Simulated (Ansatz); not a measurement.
# Si2W (I4/mmm) in Ansatz: further runs

The runs below take Si2W through band structure, with PBE, PBE+U.

Everything below comes from runs of Ansatz 0.2.0. Logs are shortened: lines on timing, memory, paths and dates and some standing lists are left out, and cuts for length are marked.

## Step 1: The crystal as given

The structure is tetragonal, space group I4/mmm (No. 139). Conventional cell: a = 3.214 Å, b = 3.214 Å, c = 7.830 Å, α = 90.00°, β = 90.00°, γ = 90.00°. W (site symmetry 4/mmm) has 10 Si at 2.62 Å as nearest neighbours. Around Si (site symmetry 4mm) lie 5 Si at 2.59 to 2.63 Å and 5 W at 2.62 Å.

## Step 2: Band structure, PBE

input.yaml reads:

```yaml
crystal:
  lattice:
    - [-1.6069, 1.6069, 3.91495]
    - [1.6069, -1.6069, 3.91495]
    - [1.6069, 1.6069, -3.91495]
  atoms:
    - { symbol: W, position: [0.0, 0.0, 0.0] }
    - { symbol: Si, position: [0.6653, 0.6653, 0.0] }
    - { symbol: Si, position: [0.3347, 0.3347, 0.0] }
hamiltonian:
  xc: pbe
  pseudopotentials: { kind: paw }
kpoints:
  mp_grid: { grid: [12, 12, 12] }
  band_path:
    path:
      - [[0.0, 0.0, 0.0], [0.0, 0.0, 0.5], [-0.084235521, 0.084235521, 0.5], [-0.2921177605, 0.2921177605, 0.2921177605], [0.0, 0.0, 0.0], [0.5, 0.5, -0.5], [0.2921177605, 0.7078822395, -0.2921177605], [0.0, 0.5, 0.0], [0.25, 0.25, 0.25], [0.5, 0.5, -0.084235521], [0.5, 0.5, -0.5]]
      - [[0.0, 0.0, 0.5], [0.25, 0.25, 0.25]]
    npoints: 14
scf:
  occupations: { method: fermi_dirac, width: 0.05 }
  n_extra_bands: 7
output:
  forces: true
  stress: true
  eigenvalues: true
  fatbands: true
```

Potentials or basis: Ansatz PAW.

On the command line:

```sh
$ ansatz run input.yaml --threads 2 --pin off --max-ram 5632MiB --backend cpu --events-out ev --progress --plain --runs-dir out
```

Output:

```text
Warning: RAYON_NUM_THREADS=2 ignored (pool sized by the plan → 2); use --threads N
scf.n_extra_bands = 7 over 11 filled bands (N_el = 22.0): the run solves 18 bands
Engine: ansatz 0.2.0, aarch64-unknown-linux-gnu
Pseudopotentials: kind: paw
Pseudopotential: W, paw, valence charge 14, recommended cutoff 420 eV (normal), W.paw.azcp
Pseudopotential: Si, paw, valence charge 4, recommended cutoff 420 eV (normal), Si.paw.azcp
Functional definition: PBE
  parameter kappa = 0.804
  parameter beta = 0.06672455060314922
  exchange = pbe_x(kappa = kappa, mu = beta*pi^2/3)
  correlation = pbe_c(beta = beta)
Crystal: 3 atoms, lattice volume = 40.436 Å³
Basis set: ecut = 420 eV, 793 PW (Γ), exchange–correlation on 64×64×64 points (8 copies of the dense FFT grid, shifted against one another)
Bands: 18, of which v1, the nominal top of the filled ones, is band 11 counted from 1 (10 counted from 0)
Symmetry: 16 space group operations
Space group: I4/mmm (ITA 139), of the structure as read, at distance tolerance 3.4e-5 Å
k-points: 163 of 1728
Non-local potential: W, projectors of the file, l = 0: 3, l = 1: 2, l = 2: 2, l = 3: 1
Non-local potential: Si, projectors of the file, l = 0: 2, l = 1: 2, l = 2: 2
PAW form: soft (Blöchl's): semilocal exchange-correlation on the pseudo side does not see the compensation charge
PAW one-centre angular grid: W, 590 points (default); XC on 64 Gauss nodes
PAW one-centre angular grid: Si, 110 points (default); XC on 64 Gauss nodes
Initial density: superposition of atomic densities (neutral atoms: chi_scale 0, normalization atom), corrected by the library's trained network
Initial wavefunctions: pseudopotential atomic-orbital guess
Functional: x = pbe(κ = 0.804, μ = 0.2195149727645171), c = pbe(β = 0.06672455060314922)
SCF iter   1: F=—  HF=-11657.455348 eV  |F-HF|=—  |Δ(HF+E_count)|=         —  Δρ=3.53e-3  dr2=2.17e-3  ethr=1.77e-3  ⟨swp⟩=5.4  Hψ=16532  notcnv=0  defer=6
preconditioner: auto → Kerker (q_TF=auto, 2.465 Å⁻¹)  [metal: Δε(μ)=0.064 eV  Ē_g=9.805 eV  σ=0.050 eV  W_gap=0.30  n_scr=10 (ndim 8)  ℏωp=21.8 eV  f_vac=0.000  D(μ)=0.22/eV (n_scr^D=0)]
SCF iter   2: F=—  HF=-11657.455658 eV  |F-HF|=—  |Δ(HF+E_count)|=   3.10e-4  Δρ=2.02e-3  dr2=8.65e-4  ethr=9.89e-6  ⟨swp⟩=1.0  Hψ=4242  notcnv=0  defer=68
SCF iter   3: F=—  HF=-11657.455744 eV  |F-HF|=—  |Δ(HF+E_count)|=   8.61e-5  Δρ=2.35e-4  dr2=3.12e-5  ethr=3.93e-6  ⟨swp⟩=2.4  Hψ=3710  notcnv=0  defer=68
SCF iter   4: F=—  HF=-11657.455746 eV  |F-HF|=—  |Δ(HF+E_count)|=   1.84e-6  Δρ=9.75e-5  dr2=2.94e-6  ethr=1.42e-7  ⟨swp⟩=2.3  Hψ=3570  notcnv=0  defer=68
SCF iter   5: F=—  HF=-11657.455746 eV  |F-HF|=—  |Δ(HF+E_count)|=   1.28e-7  Δρ=1.95e-5  dr2=2.49e-7  ethr=1.34e-8  ⟨swp⟩=2.1  Hψ=3615  notcnv=0  defer=68
SCF iter   6: F=-11657.455746 eV  HF=-11657.455746 eV  |F-HF|=5.96e-9  |Δ(HF+E_count)|=   3.81e-8  Δρ=4.07e-6  dr2=9.39e-9  ethr=4.55e-10  ⟨swp⟩=7.6  Hψ=11967  notcnv=0
SCF 1 converged in 6 iterations: F = -11657.455746 eV  dr2 = 9.39e-9
NSCF: frozen V_eff on 156 k-points
SCF converged after 6 iterations
Free energy (F): -11657.455746 eV
Harris-Foulkes:  -11657.455746 eV  (|F-HF|=5.96e-9)
Internal energy: -11657.453798 eV  (E = F + TS)
E sigma→0 (E₀):  -11657.454772 eV
Entropy (-TS):   -0.001948 eV (-0.649 meV/atom)
Fermi energy:    16.761849 eV
--- Per-component energies (eV) ---
  E_band       = -80.231429
  E_kinetic    = 541.575557
  E_local      = -946.519403  (includes V_loc(G=0)·N_el)
  E_nonlocal   = 50.698200
  E_hartree    = 371.704841
  E_xc         = -382.065485
  E_vxc        = -338.773830  (∫ρ·V_xc dr)
  E_paw        = -9588.364816  (= ΣΔE_a)
  E_vpaw       = -130.624382  (= ΣTr[D̂ρ^β])
  E_aug_tail   = -0.000067  (compensation charges beyond the density's cutoff)
  E_ewald      = -1704.482625
  E_smearing   = -0.001948  (= −TS)
  E_closure    = 0.000000  (closes the sum)
  Σ components = -11657.455746   (vs F -11657.455746, Δ=0.00e0)
--- Forces (eV/Å), atoms counted from 1 ---
  atom   1  W      0.00000000    -0.00000000     0.00000000
  atom   2  Si     0.00000000    -0.00000000     0.07555030
  atom   3  Si     0.00000000    -0.00000000    -0.07555030
  max |Σ_I F_I| component: 3.47e-17 eV/Å
--- Stress (GPa, compression-positive) ---
        3.089711       0.000000       0.000000
        0.000000       3.089711       0.000000
        0.000000       0.000000       3.682569
  P = ⅓ Tr σ = 3.2873 GPa (32.873 kbar)
--- Band table (eV; the first three rows and the last of 163) ---
  k-point 0: bands = ["-57.0343", "-21.3341", "-21.3132", "-21.3132", "2.6725", "9.8926", "13.0111", "13.4210", "13.9038", "13.9038", "17.3556", "19.5006", "19.6847", "19.8188", "19.8188", "21.3754", "22.4463", "22.4463"]
  k-point 1: bands = ["-57.0333", "-21.3313", "-21.3275", "-21.3258", "2.8973", "10.0953", "12.3856", "13.3578", "13.4712", "14.5535", "16.3190", "19.2260", "19.9832", "20.0204", "20.3021", "21.3436", "22.6786", "23.0568"]
  k-point 2: bands = ["-57.0306", "-21.3652", "-21.3599", "-21.3238", "3.5489", "10.6053", "11.6875", "12.2752", "13.6391", "14.5673", "15.0389", "19.2274", "20.3374", "20.4179", "20.9319", "20.9894", "23.9900", "23.9951"]
  k-point 162: bands = ["-57.0342", "-21.3513", "-21.3144", "-21.3144", "4.9463", "5.7170", "12.9023", "14.1741", "15.9090", "15.9090", "16.2459", "16.2459", "17.5331", "21.2561", "21.6344", "22.9012", "24.6352", "25.3926"]
```

bands.tsv:

```text
# k_distance	band_0	band_1	band_2	band_3	band_4	band_5	band_6	band_7	band_8	band_9	band_10	band_11	band_12	band_13	band_14	band_15	band_16	band_17
# fermi_ev = 16.761849
# lock_threshold_ev = 1e-12
[... 171 lines left out ...]
8.525674	-73.781156	-38.261922	-38.261088	-38.056741	-9.485240	-6.744451	-6.602323	-6.430723	-3.242531	-2.689598	-2.211485	0.323905	2.959369	3.606633	4.017434	4.151513	6.293884	9.009974
8.554333	-73.781156	-38.261786	-38.261224	-38.056741	-9.478197	-6.697563	-6.642814	-6.486770	-3.131488	-2.607045	-2.285510	0.187058	2.959370	3.610859	4.038324	4.128606	6.319622	9.373165
8.582993	-73.781156	-38.261646	-38.261364	-38.056741	-9.473781	-6.667342	-6.647925	-6.542038	-3.059913	-2.524457	-2.362858	0.099896	2.959371	3.613268	4.060131	4.105549	6.334108	9.749761
8.611652	-73.781157	-38.261506	-38.261506	-38.056760	-9.472277	-6.675563	-6.595933	-6.595933	-3.035116	-2.442781	-2.442781	0.069868	2.959371	3.614041	4.082615	4.082615	6.338779	10.111070
```

Wall time 4.2 s (2 threads of Arm Neoverse V2, shared host); peak memory 0.39 GiB.

Results:

```
Free energy            : -11657.4557 eV
Pressure               : 3.3 GPa
Largest force          : 0.076 eV/Å
Band gap on the k mesh : none (metal or under the smearing width)
```

Forces in eV/Å, atoms in the order of the input:
```
W    0.000  0.000  0.000
Si   0.000  0.000  0.076
Si   0.000  0.000 -0.076
```

Levels at the corners of the path, in eV from the Fermi level:
```tsv
point	band 7	band 8	band 9	band 10	band 11	band 12	band 13	band 14	band 15	band 16
Γ	-3.75	-3.34	-2.86	-2.86	0.59	2.74	2.92	3.06	3.06	4.61
X	-6.01	-5.50	-5.03	-3.27	-1.78	2.79	2.96	3.12	3.89	4.30
Y	-5.91	-5.14	-4.09	-3.13	-2.33	1.96	2.12	3.02	5.14	5.32
S	-7.78	-3.07	-2.72	-2.48	-0.34	1.78	2.51	3.53	4.39	4.48
Γ	-3.75	-3.34	-2.86	-2.86	0.59	2.74	2.92	3.06	3.06	4.61
Z	-3.86	-2.59	-0.85	-0.85	-0.52	-0.52	0.77	4.49	4.87	6.14
S1	-7.78	-3.07	-2.72	-2.48	-0.34	1.78	2.51	3.53	4.39	4.48
N	-5.76	-4.87	-2.82	-2.78	-0.45	2.69	2.78	3.93	4.41	5.09
P	-6.60	-6.60	-3.04	-2.44	-2.44	0.07	2.96	3.61	4.08	4.08
Y1	-5.91	-5.14	-4.09	-3.13	-2.33	1.96	2.12	3.02	5.14	5.32
Z	-3.86	-2.59	-0.85	-0.85	-0.52	-0.52	0.77	4.49	4.87	6.14
X	-6.01	-5.50	-5.03	-3.27	-1.78	2.79	2.96	3.12	3.89	4.30
P	-6.60	-6.60	-3.04	-2.44	-2.44	0.07	2.96	3.61	4.08	4.08
```

Caveat: spin-orbit coupling is left out, which moves the levels of the heavy elements.

## Step 3: Band structure, PBE+U

Changes to input.yaml since step 2:

```diff
@@ -12,2 +12,3 @@
   pseudopotentials: { kind: paw }
+  hubbard: { sites: [{ species: W, l: d, u_eff: 1.0 }] }
 kpoints:
@@ -26,2 +27,2 @@
   eigenvalues: true
-  fatbands: true
+  fatbands: false
```

Potentials or basis: Ansatz PAW.

On the command line:

```sh
$ ansatz run input.yaml --threads 2 --pin off --max-ram 5632MiB --backend cpu --events-out ev --progress --plain --runs-dir out
```

Wall time 5.5 s (2 threads of Arm Neoverse V2, shared host); peak memory 0.45 GiB.

Results (log left out):

| Item | Value |
| --- | --- |
| Free energy | -11656.2352 eV |
| Pressure | 3.1 GPa |
| Largest force | 0.028 eV/Å |
| Band gap on the k mesh | none (metal or under the smearing width) |

Forces in eV/Å, atoms in the order of the input:
```
W    0.000  0.000  0.000
Si   0.000  0.000  0.028
Si   0.000  0.000 -0.028
```

Stress tensor (GPa, compression positive):
```
3.00 0.00 0.00
0.00 3.00 0.00
0.00 0.00 3.24
```

Levels at the corners of the path, in eV from the Fermi level:
| point | band 8 | band 9 | band 10 | band 11 | band 12 | band 13 | band 14 | band 15 |
| --- | --- | --- | --- | --- | --- | --- | --- | --- |
| Γ | -3.24 | -2.88 | -2.88 | 0.57 | 2.76 | 2.94 | 3.09 | 3.09 |
| X | -5.48 | -5.00 | -3.30 | -1.74 | 2.81 | 3.07 | 3.17 | 3.88 |
| Y | -5.11 | -4.09 | -3.16 | -2.30 | 1.97 | 2.22 | 3.07 | 5.14 |
| S | -3.01 | -2.73 | -2.50 | -0.38 | 1.83 | 2.57 | 3.54 | 4.41 |
| Γ | -3.24 | -2.88 | -2.88 | 0.57 | 2.76 | 2.94 | 3.09 | 3.09 |
| Z | -2.54 | -0.83 | -0.83 | -0.56 | -0.56 | 0.75 | 4.52 | 4.90 |
| S1 | -3.01 | -2.73 | -2.50 | -0.38 | 1.83 | 2.57 | 3.54 | 4.41 |
| N | -4.84 | -2.83 | -2.75 | -0.50 | 2.78 | 2.80 | 3.95 | 4.43 |
| P | -6.59 | -3.02 | -2.44 | -2.44 | 0.11 | 3.07 | 3.67 | 4.09 |
| Y1 | -5.11 | -4.09 | -3.16 | -2.30 | 1.97 | 2.22 | 3.07 | 5.14 |
| Z | -2.54 | -0.83 | -0.83 | -0.56 | -0.56 | 0.75 | 4.52 | 4.90 |
| X | -5.48 | -5.00 | -3.30 | -1.74 | 2.81 | 3.07 | 3.17 | 3.88 |
| P | -6.59 | -3.02 | -2.44 | -2.44 | 0.11 | 3.07 | 3.67 | 4.09 |

Eigenvalues of the final occupation matrices:
| site | spin | trace | eigenvalues |
| --- | --- | --- | --- |
| site 1 | 1 | 2.73 | 0.45 0.50 0.58 0.60 0.60 |

Caveat: spin-orbit coupling is left out, which moves the levels of the heavy elements; U without spin polarisation on a metal has little footing; the U is typed as a test and isn't derived for this compound.

## Step 4: Band structure, PBE+U

Changes to input.yaml since step 3:

```diff
@@ -12,3 +12,3 @@
   pseudopotentials: { kind: paw }
-  hubbard: { sites: [{ species: W, l: d, u_eff: 1.0 }] }
+  hubbard: { sites: [{ species: W, l: d, u_eff: 2.0 }] }
 kpoints:
```

On the command line:

```sh
$ ansatz run input.yaml --threads 2 --pin off --max-ram 5632MiB --backend cpu --events-out ev --progress --plain --runs-dir out
```

It took 5.6 s on 2 threads of Arm Neoverse V2, shared host; peak memory 0.45 GiB.

It converged, with:

```yaml
Free_energy: -11655.0179 eV
Pressure: 2.9 GPa
Largest_force: 0.028 eV/Å
Band_gap_on_the_k_mesh: none (metal or under the smearing width)
```

Forces in eV/Å, atoms in the order of the input:
```
W    0.000  0.000  0.000
Si   0.000  0.000 -0.028
Si   0.000  0.000  0.028
```

Stress tensor (GPa, compression positive):
```
2.95 0.00 0.00
0.00 2.95 0.00
0.00 0.00 2.76
```

Levels at the corners of the path, in eV from the Fermi level:
| point | band 8 | band 9 | band 10 | band 11 | band 12 | band 13 | band 14 | band 15 |
| --- | --- | --- | --- | --- | --- | --- | --- | --- |
| Γ | -3.13 | -2.90 | -2.90 | 0.54 | 2.78 | 2.96 | 3.11 | 3.11 |
| X | -5.47 | -4.97 | -3.35 | -1.71 | 2.84 | 3.20 | 3.23 | 3.86 |
| Y | -5.08 | -4.08 | -3.21 | -2.28 | 1.98 | 2.32 | 3.13 | 5.14 |
| S | -2.94 | -2.75 | -2.52 | -0.44 | 1.89 | 2.64 | 3.54 | 4.42 |
| Γ | -3.13 | -2.90 | -2.90 | 0.54 | 2.78 | 2.96 | 3.11 | 3.11 |
| Z | -2.49 | -0.81 | -0.81 | -0.61 | -0.61 | 0.72 | 4.54 | 4.93 |
| S1 | -2.94 | -2.75 | -2.52 | -0.44 | 1.89 | 2.64 | 3.54 | 4.42 |
| N | -4.82 | -2.85 | -2.72 | -0.55 | 2.82 | 2.88 | 3.97 | 4.45 |
| P | -6.60 | -3.00 | -2.44 | -2.44 | 0.14 | 3.20 | 3.72 | 4.10 |
| Y1 | -5.08 | -4.08 | -3.21 | -2.28 | 1.98 | 2.32 | 3.13 | 5.14 |
| Z | -2.49 | -0.81 | -0.81 | -0.61 | -0.61 | 0.72 | 4.54 | 4.93 |
| X | -5.47 | -4.97 | -3.35 | -1.71 | 2.84 | 3.20 | 3.23 | 3.86 |
| P | -6.60 | -3.00 | -2.44 | -2.44 | 0.14 | 3.20 | 3.72 | 4.10 |

Eigenvalues of the final occupation matrices:
```tsv
site	spin	trace	eigenvalues
site 1	1	2.74	0.44 0.49 0.59 0.61 0.61
```

Caveat: spin-orbit coupling is left out, which moves the levels of the heavy elements; U without spin polarisation on a metal has little footing; the U is typed as a test and isn't derived for this compound.

## Step 5: Band structure, PBE+U

Changes to input.yaml since step 4:

```diff
@@ -12,3 +12,3 @@
   pseudopotentials: { kind: paw }
-  hubbard: { sites: [{ species: W, l: d, u_eff: 2.0 }] }
+  hubbard: { sites: [{ species: W, l: d, u_eff: 3.0 }] }
 kpoints:
```

On the command line:

```sh
$ ansatz run input.yaml --threads 2 --pin off --max-ram 5632MiB --backend cpu --events-out ev --progress --plain --runs-dir out
```

Wall time 5.5 s (2 threads of Arm Neoverse V2, shared host); peak memory 0.45 GiB.

The run converged. Its results:

```
Free energy            : -11653.8048 eV
Pressure               : 2.7 GPa
Largest force          : 0.098 eV/Å
Band gap on the k mesh : none (metal or under the smearing width)
```

Forces on the atoms (eV/Å):
```
W    0.000  0.000  0.000
Si   0.000  0.000 -0.098
Si   0.000  0.000  0.098
```

Stress tensor (GPa, compression positive):
```
2.96 0.00 0.00
0.00 2.96 0.00
0.00 0.00 2.25
```

Levels at the corners of the path, in eV from the Fermi level:
| point | band 7 | band 8 | band 9 | band 10 | band 11 | band 12 | band 13 | band 14 | band 15 | band 16 |
| --- | --- | --- | --- | --- | --- | --- | --- | --- | --- | --- |
| Γ | -3.68 | -3.00 | -2.94 | -2.94 | 0.49 | 2.80 | 2.98 | 3.14 | 3.14 | 4.78 |
| X | -5.95 | -5.45 | -4.95 | -3.40 | -1.68 | 2.86 | 3.30 | 3.34 | 3.83 | 4.39 |
| Y | -5.84 | -5.06 | -4.09 | -3.26 | -2.25 | 1.98 | 2.44 | 3.18 | 5.13 | 5.46 |
| S | -7.67 | -2.87 | -2.79 | -2.55 | -0.50 | 1.95 | 2.71 | 3.54 | 4.43 | 4.51 |
| Γ | -3.68 | -3.00 | -2.94 | -2.94 | 0.49 | 2.80 | 2.98 | 3.14 | 3.14 | 4.78 |
| Z | -3.54 | -2.44 | -0.79 | -0.79 | -0.67 | -0.67 | 0.67 | 4.56 | 4.95 | 6.22 |
| S1 | -7.67 | -2.87 | -2.79 | -2.55 | -0.50 | 1.95 | 2.71 | 3.54 | 4.43 | 4.51 |
| N | -5.68 | -4.80 | -2.89 | -2.68 | -0.62 | 2.83 | 3.00 | 3.99 | 4.46 | 5.15 |
| P | -6.61 | -6.60 | -2.99 | -2.45 | -2.45 | 0.18 | 3.34 | 3.78 | 4.10 | 4.10 |
| Y1 | -5.84 | -5.06 | -4.09 | -3.26 | -2.25 | 1.98 | 2.44 | 3.18 | 5.13 | 5.46 |
| Z | -3.54 | -2.44 | -0.79 | -0.79 | -0.67 | -0.67 | 0.67 | 4.56 | 4.95 | 6.22 |
| X | -5.95 | -5.45 | -4.95 | -3.40 | -1.68 | 2.86 | 3.30 | 3.34 | 3.83 | 4.39 |
| P | -6.61 | -6.60 | -2.99 | -2.45 | -2.45 | 0.18 | 3.34 | 3.78 | 4.10 | 4.10 |

Eigenvalues of the final occupation matrices:
| site | spin | trace | eigenvalues |
| --- | --- | --- | --- |
| site 1 | 1 | 2.74 | 0.43 0.49 0.59 0.61 0.61 |

Caveat: spin-orbit coupling is left out, which moves the levels of the heavy elements; U without spin polarisation on a metal has little footing; the U is typed as a test and isn't derived for this compound.

## Step 6: The runs side by side

```csv
level,U,hubbard projectors,double counting,gap on the mesh (eV),pressure (GPa),largest force (eV/Å)
PBE,-,-,-,none,3.3,0.08
PBE+U,W d U = 1 eV,ortho-atomic (the default),fll (the default),none,3.1,0.03
PBE+U,W d U = 2 eV,ortho-atomic (the default),fll (the default),none,2.9,0.03
PBE+U,W d U = 3 eV,ortho-atomic (the default),fll (the default),none,2.7,0.10
```

Alike in all rows: task band structure; potentials or basis Ansatz PAW; no spin polarisation; cell as given; k mesh 12 × 12 × 12; cutoff (eV) 420; smearing fermi-dirac 0.05 eV.

Every run on the cell as given and a fine mesh finds a metal. The pressure there spans 2.7 GPa (PBE+U) to 3.3 GPa (PBE); a positive pressure means that this level wants a larger cell, a negative one a smaller.

Caveats: spin-orbit coupling is left out, which moves the levels of the heavy elements; U without spin polarisation on a metal has little footing (some runs); the U is typed as a test and isn't derived for this compound (some runs).

Absolute energies hang on the potentials; compare differences alone.
